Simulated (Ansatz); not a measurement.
**Collinear states of Ta**

Computed with Ansatz, DFT PBE, scalar-relativistic, plane waves, PAW.

```xyz
4
Lattice="22.7091 0.0000 0.0000 0.0000 22.7091 0.0000 0.0000 0.0000 2.3773" Properties=species:S:1:pos:R:3 pbc="T T T"
Ta    7.2358   18.5903    0.0000
Ta   15.4733    4.1188    0.0000
Ta    4.1188    7.2358    0.0000
Ta   18.5903   15.4733    0.0000
```

```json
{"plane-wave cutoff": "420 eV", "Γ-centred k-mesh": "2×2×18", "occupation rule": "Gaussian smearing, 0.1 eV", "list of starting moments (μB, in atom order)": "2.5 2.5 2.5 2.5", "check for lower electronic states after the SCF": "off"}
```

All runs keep this geometry, which stands near equilibrium for the lowest state (largest force there 0.000 eV/Å, pressure 0.1 GPa) and needn't be a stable compound; relaxing each order can shift differences of a few meV. Signs run over the atoms with starting moments. Spin–orbit coupling is left out, which for heavy magnetic ions can matter as much as these differences. Site moments are spin moments in atom-centred spheres that scale with the neighbour distance. The states are those that the runs reached from these starts; a lower one can exist.

| start | ends | energy above lowest (meV/atom) | site moments (μB) | gap on mesh (eV) | P (GPa) |
| --- | --- | --- | --- | --- | --- |
| no spin | non-magnetic | 0.00 | none over 0.05 | metal | 0.1 |
| large parallel starting moments | ferromagnetic | 13.5 | Ta +0.35 (×4) | metal | 0.3 |
| antiferromagnetic in the cell, signs ++-- | non-magnetic | 0.00 | none over 0.05 | metal | 0.1 |

Cost: 3 runs of about 15 core-minutes in all, on Arm Neoverse V1 (shared hosts).